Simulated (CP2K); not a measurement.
Runs of CP2K 2026.2 on KTaO3. The structure is cubic, space group Pm-3m (No. 221). The conventional cell has a = 3.988 Å, b = 3.988 Å, c = 3.988 Å, α = 90.00°, β = 90.00°, γ = 90.00°. Around Ta (site symmetry m-3m) lie 6 O at 1.99 Å. K (site symmetry m-3m) has 12 O at 2.82 Å as nearest neighbours. Around O (site symmetry 4/mmm) lie 2 Ta at 1.99 Å. 

| level | cutoff of the non-local correlation (Ry) | pressure (GPa) |
| --- | --- | --- |
| LDA | - | (a) |
| MS2 | - | -1.6 |
| WC | - | -2.2 |
| BEEF-vdW | 300 | (b) |
| AM05 | - | -1.5 |

Alike in all rows: task band structure; potentials or basis POTENTIAL_UZH Ta GTH-PBE-q13, K GTH-PBE-q9, O GTH-PBE-q6; DZVP-MOLOPT-PBE-GTH basis; no spin polarisation; cell as given; k mesh 7 × 7 × 7; smearing fermi-dirac 0.05 eV.

Q: Fill in the values left out.

A: (a) -5.8; (b) 3.6.

Caveats: the potentials were made for another functional, which shifts forces and pressure; the basis of atomic orbitals isn't converged, which shifts pressures, moduli and gaps.

Runs at the PBE level aren't shown here.
